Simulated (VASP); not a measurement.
# SnSe₂: convergence, self-consistent run

SnSe₂, P-3m1 (no. 164), 3 atoms in the cell. PBE with TS; PAW potentials Sn_d, Se (PBE set). VASP 6.6.1.

Wanted: energy within 2 meV/atom; pressure within 0.1 GPa.

POSCAR:
```
SnSe2
1.0
    3.8110000000      0.0000000000      0.0000000000
   -1.9055000000      3.3004228138      0.0000000000
    0.0000000000      0.0000000000      6.1360000000
Sn Se
1 2
Direct
    0.0000000000      0.0000000000      0.0000000000
    0.6666666667      0.3333333333      0.7510000000
    0.3333333333      0.6666666667      0.2490000000
```

## Inputs of the Tkatchenko-Scheffler term

| Inputs of the Tkatchenko-Scheffler term | Energy less reference (meV/atom) | Pressure (GPa) | SCF iterations | Time (s) |
|---|---|---|---|---|
| default | 0.0 | 4.92 | 14 | 19 |
| VDW_RADIUS = 15 | 4.2 | 4.97 | 14 | 20 |
| VDW_RADIUS = 100 | -0.1 | 4.92 | 14 | 19 |
| VDW_SR = 0.9 | -45.0 | 5.03 | 14 | 20 |
| VDW_D = 15.0 | -17.1 | 4.66 | 14 | 19 |

Chosen: default; no other choice that stays within half of the tolerance saves 30 % of the time.

## The input

INCAR:
```
SYSTEM = SnSe2
PREC = Accurate ; ENCUT = 520
EDIFF = 1E-7 ; ISMEAR = 0
SIGMA = 0.02 ; LREAL = .False.
LASPH = .True. ; ALGO = Normal
NELM = 100 ; ISIF = 2
LWAVE = .False. ; LCHARG = .False.
IVDW = 2
```

KPOINTS:
```
k-points
0
Gamma
  6 6 3
```

Commands:
```
cat potpaw_PBE.64/Sn_d/POTCAR potpaw_PBE.64/Se/POTCAR > POTCAR
mpirun -np 1 vasp_std > vasp.out
```

The chosen input took VASP 6.6.1 19 s on 1 core (AMD EPYC 9R45 (Zen 5)), a shared host.
